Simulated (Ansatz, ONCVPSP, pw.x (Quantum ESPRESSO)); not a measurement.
## pw.x on fcc Ta: one setting changed

Potential: optimised norm-conserving Vanderbilt (ONCV), ONCVPSP 4.0.1.1 (patched build), PBE; core [Kr] 4d10 4f14 5s2, reference 5p6 5d3 6s2; waves: 6s: rc 2.45 bohr, ncon 3, nbas 8, qcut 2.5 1/bohr, 3 projectors, debl 3.4 Ha; 5p: rc 1.75 bohr, ncon 4, nbas 8, qcut 6.3 1/bohr, 2 projectors, debl 2.2 Ha; 5d: rc 2.90 bohr, ncon 4, nbas 8, qcut 4.7 1/bohr, 3 projectors, debl 2.5 Ha; local part: polynomial inside 1.15 bohr (lpopt 3, dvloc0 0 Ha); core correction: Teter function, fcfact 4.75, rcfact 1.05.

The reference run (k-mesh 13³, cutoffs 50/200 Ry, Fermi–Dirac 0.01 Ry, mixing_beta 0.4, conv_thr 1e-9, no spin) gives -3.24 GPa at 18.931 Å³/atom, where all-electron LAPW gives -0.85 GPa. This run, with its own iteration cap, changes degauss to 0.02.

```
&control
  calculation='scf', prefix='x', pseudo_dir='./', outdir='./tmp', tstress=.true., disk_io='none'
/
&system
  ibrav=0, nat=1, ntyp=1, ecutwfc=50, ecutrho=200, nbnd=13,
  occupations='smearing', smearing='fd', degauss=0.02
/
&electrons
  conv_thr=1e-09, mixing_beta=0.4, electron_maxstep=50
/
ATOMIC_SPECIES
Ta 1.0 Ta.UPF
CELL_PARAMETERS angstrom
  0.00000000 2.11534489 2.11534489
  2.11534489 0.00000000 2.11534489
  2.11534489 2.11534489 0.00000000
ATOMIC_POSITIONS crystal
Ta 0.0000 0.0000 0.0000
K_POINTS automatic
13 13 13 0 0 0
```

```bash
pw.x < Ta.scf.in > Ta.scf.out
```

Task: How does the run end?

Result: It converges in 7 iterations; the free energy moves by -112.1 meV/atom and the pressure by +0.89 GPa. In a metal, with Fermi–Dirac smearing, F lies below its zero-width value by a term in the square of the width.

```
Message from routine setup:
     using ibrav=0 with symmetry is DISCOURAGED, use correct ibrav instead
     lattice parameter (alat)  =       5.6532  a.u.
     unit-cell volume          =     127.7527 (a.u.)^3
     number of electrons       =        11.00
     number of Kohn-Sham states=           13
     kinetic-energy cutoff     =      50.0000  Ry
     charge density cutoff     =     200.0000  Ry
     scf convergence threshold =      1.0E-09
     Exchange-correlation= PBE
     number of k points=    84  Fermi-Dirac smearing, width (Ry)=  0.0200
     iteration #  1     ecut=    50.00 Ry     beta= 0.40
     total energy              =     -80.81993395 Ry
     estimated scf accuracy    <       0.02696018 Ry
     iteration #  2     ecut=    50.00 Ry     beta= 0.40
     total energy              =     -80.81916361 Ry
     estimated scf accuracy    <       0.00584560 Ry
     iteration #  3     ecut=    50.00 Ry     beta= 0.40
     total energy              =     -80.81974229 Ry
     estimated scf accuracy    <       0.00020654 Ry
     iteration #  4     ecut=    50.00 Ry     beta= 0.40
     total energy              =     -80.81978650 Ry
     estimated scf accuracy    <       0.00000254 Ry
     iteration #  5     ecut=    50.00 Ry     beta= 0.40
     total energy              =     -80.81978738 Ry
     estimated scf accuracy    <       0.00000062 Ry
     iteration #  6     ecut=    50.00 Ry     beta= 0.40
     total energy              =     -80.81978749 Ry
     estimated scf accuracy    <          1.6E-09 Ry
     iteration #  7     ecut=    50.00 Ry     beta= 0.40
     the Fermi energy is    16.7861 ev
!    total energy              =     -80.81978750 Ry
     estimated scf accuracy    <          4.0E-10 Ry
     smearing contrib. (-TS)   =      -0.02201282 Ry
     The total energy is F=E-TS. E is the sum of the following terms:
     one-electron contribution =      -3.26511824 Ry
     hartree contribution      =       7.60842821 Ry
     xc contribution           =     -15.75033208 Ry
     ewald contribution        =     -69.39075257 Ry
     convergence has been achieved in   7 iterations
          total   stress  (Ry/bohr**3)                   (kbar)     P=      -23.54
     Message from routine punch:
     Nothing written, as per user request (disk_io='none')
```

The run took about 15 s on one core of a shared host (Neoverse-N1, 64 threads, 124 GiB, load 60).
